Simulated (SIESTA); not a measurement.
## TiO2: band structure with PBEsol

**Measured values to compare with.**

“Shallow Valence Band of Rutile GeO2 and P-type Doping”, 2020, arxiv:2011.08928 quotes, for a bulk crystal of TiO2 at 1.6 K: band gap 3.03 eV (direct).

TiO2:

```
CELL_PARAMETERS angstrom
4.59984 0.00000 0.00000
0.00000 4.59984 0.00000
0.00000 0.00000 2.95921
ATOMIC_POSITIONS crystal
Ti 0.00000 0.00000 0.50000
Ti 0.50000 0.50000 0.00000
O 0.30432 0.30432 0.50000
O 0.19568 0.80432 0.00000
O 0.80432 0.19568 0.00000
O 0.69568 0.69568 0.50000
```

The cell is a database's computed one.

```
Program             : SIESTA 5.4.2
Task                : band structure
Functional          : PBEsol
Potentials or basis : PseudoDojo 0.4 standard (PBEsol files)
Basis               : DZP (energy shift 0.003 Ry; two zetas on semicore shells)
Grid cutoff         : 800 Ry
Energy shift        : 0.003 Ry
k mesh              : 6 × 6 × 9
Occupations         : fermi-dirac, width 0.05 eV
Spin                : no spin polarisation
```

* Pressure: 0.4 GPa
* Largest force: 0.007 eV/Å
* Band gap on the k mesh: 1.72 eV, direct
* Band gap along the path: 1.72 eV, direct

Forces on the atoms (eV/Å):
```
Ti   0.000  0.000  0.000
Ti   0.000  0.000  0.000
O    0.005  0.005  0.000
O   -0.005  0.005  0.000
O    0.005 -0.005  0.000
O   -0.005 -0.005  0.000
```

Stress tensor (GPa, compression positive):
```
0.38 0.00 0.00
0.00 0.38 0.00
0.00 0.00 0.56
```

Levels at the corners of the path, in eV from the valence-band top:
```csv
point,band 20,band 21,band 22,band 23,band 24,band 25,band 26,band 27,band 28,band 29
Γ,-2.07,-0.74,-0.45,-0.45,0.00,1.72,1.98,2.31,2.36,2.36
X,-3.18,-1.72,-1.72,-0.75,-0.75,2.41,2.41,2.92,2.92,3.52
M,-2.26,-1.36,-1.36,-1.12,-1.12,1.75,1.75,2.39,2.39,3.80
Γ,-2.07,-0.74,-0.45,-0.45,0.00,1.72,1.98,2.31,2.36,2.36
Z,-2.90,-2.43,-2.43,-1.50,-1.50,2.91,2.91,3.05,3.05,3.60
R,-2.48,-2.13,-2.13,-1.03,-1.03,1.77,1.77,3.07,3.07,3.86
A,-2.86,-1.31,-1.31,-0.69,-0.69,2.52,2.52,3.09,3.09,3.10
Z,-2.90,-2.43,-2.43,-1.50,-1.50,2.91,2.91,3.05,3.05,3.60
X,-3.18,-1.72,-1.72,-0.75,-0.75,2.41,2.41,2.92,2.92,3.52
R,-2.48,-2.13,-2.13,-1.03,-1.03,1.77,1.77,3.07,3.07,3.86
M,-2.26,-1.36,-1.36,-1.12,-1.12,1.75,1.75,2.39,2.39,3.80
A,-2.86,-1.31,-1.31,-0.69,-0.69,2.52,2.52,3.09,3.09,3.10
```

It took 110 s on 1 thread of Arm Neoverse V2 (shared host), peak memory 0.45 GiB.

Against the measured gap of TiO2, 3.03 eV (direct; 1.6 K; quoted in “Shallow Valence Band of Rutile GeO2 and P-type Doping”, 2020, arxiv:2011.08928), the calculated 1.72 eV is off by -1.31 eV. 2 values of this kind are on record in papers (3.03 to 3.05 eV); this one was drawn at random among those near their median. The value is that of PBEsol in an atomic basis (PseudoDojo 0.4 standard (PBEsol files), DZP (energy shift 0.003 Ry; two zetas on semicore shells)), whose error adds to the functional's,, without temperature or zero-point motion. Semilocal functionals fall short of measured gaps as a rule. The cell is a database's relaxed one, not the measured one, which moves gaps too.

Caveat: the basis of atomic orbitals isn't converged, which shifts pressures, moduli and gaps.
